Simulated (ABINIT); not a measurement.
Runs of ABINIT 10.8.3 (patched build) on Rh. Symmetry: Fm-3m, No. 225, cubic system. Conventional cell: a = 3.796 Å, b = 3.796 Å, c = 3.796 Å, α = 90.00°, β = 90.00°, γ = 90.00°. Rh (site symmetry m-3m) has 12 Rh at 2.68 Å as nearest neighbours. 

| task | level | potentials or basis | k mesh | cutoff (eV) | fine-grid cutoff | dispersion computed by | gap on the mesh (eV) | pressure (GPa) | V0 of scaled cells (Å³/atom) | B0 (GPa) |
| --- | --- | --- | --- | --- | --- | --- | --- | --- | --- | --- |
| equation of state | LDA | JTH PAW LDA v2.0 | 12 × 12 × 12 | 408 | 816.342 eV | - | - | - | (a) | (c) |
| equation of state | RPBE+D3 | JTH PAW PBE v2.0 | 12 × 12 × 12 | 544 | 1088.46 eV | simple-dftd3 1.7.0 | - | - | 13.73 | 266 |
| equation of state | BLYP+D4 | JTH PAW PBE v2.0 | 12 × 12 × 12 | 544 | 1088.46 eV | dftd4 4.3.1 | - | - | 13.82 | 276 |
| equation of state | BP86+D3 | JTH PAW PBE v2.0 | 12 × 12 × 12 | 544 | 1088.46 eV | - | - | - | 13.30 | 303 |
| equation of state | PBEsol | JTH PAW PBE v2.0 | 12 × 12 × 12 | 408 | 816.342 eV | - | - | - | 13.51 | 293 |
| single point | LDA | JTH PAW LDA v2.0 | 16 × 16 × 16 | 544 | 1088.46 eV | - | none | -9.6 | - | - |
| equation of state | WC | JTH PAW PBE v2.0 | 12 × 12 × 12 | 544 | 1088.46 eV | - | - | - | (b) | 293 |
| band structure | HCTH407 | JTH PAW PBE v2.0 | 12 × 12 × 12 | 544 | 1088.46 eV | - | none | 1.3 | - | - |

Alike in all rows: no spin polarisation; cell as given; smearing fermi-dirac 0.05 eV.

Fill in the values left out.

(a) 13.21; (b) 13.63; (c) 320.

Caveats: pressures at fixed basis lie under the slope of the energies (some runs); the PAW data sets were made with another functional, which shifts forces and pressure a little (some runs).

A k mesh can miss the band edges, and the runs leave out spin-orbit coupling on Rh.

A gap of «none» marks a metal or a gap under the smearing width.

Not every run made on this cell is shown here.
